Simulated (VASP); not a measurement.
A run of VASP 6.6.1 is set up as follows.

INCAR

```
PREC = Accurate
ENCUT = 600
EDIFF = 1E-6
ISMEAR = -1
SIGMA = 0.05
LREAL = F
LASPH = T
NELM = 100
ALGO = Normal
ISIF = 3
LWAVE = F
LCHARG = F
GGA = 91
IBRION = 2
NSW = 40
EDIFFG = -0.02
```

The input KPOINTS:

```
regular mesh
0
Gamma
  9 9 9
```

File POSCAR:

```
ZnS
1.0
    0.0000000000      2.7020000000      2.7020000000
    2.7020000000      0.0000000000      2.7020000000
    2.7020000000      2.7020000000      0.0000000000
Zn S
1 1
Direct
    0.7500000000      0.7500000000      0.7500000000
    0.0000000000      0.0000000000      0.0000000000
```

Potentials or basis: VASP PAW PBE potentials, release 64 (Zn, S).

The run is started by

```console
$ cat potpaw_PBE.64/Zn/POTCAR potpaw_PBE.64/S/POTCAR > POTCAR
$ mpirun -np 1 vasp_std > vasp.out
```

(1) Estimate the relaxed cell.

(2) Predict the space group after relaxing (to 0.05 Å).

(3) Predict the relaxed volume.

## Answers

(1) a = 3.849 Å, b = 3.849 Å, c = 3.849 Å, α = 60.00°, β = 60.00°, γ = 60.00°.

(2) F-43m (No. 216).

(3) 20.17 Å³/atom.

Caveat: the PAW data sets were made with another functional, which shifts forces and pressure a little.
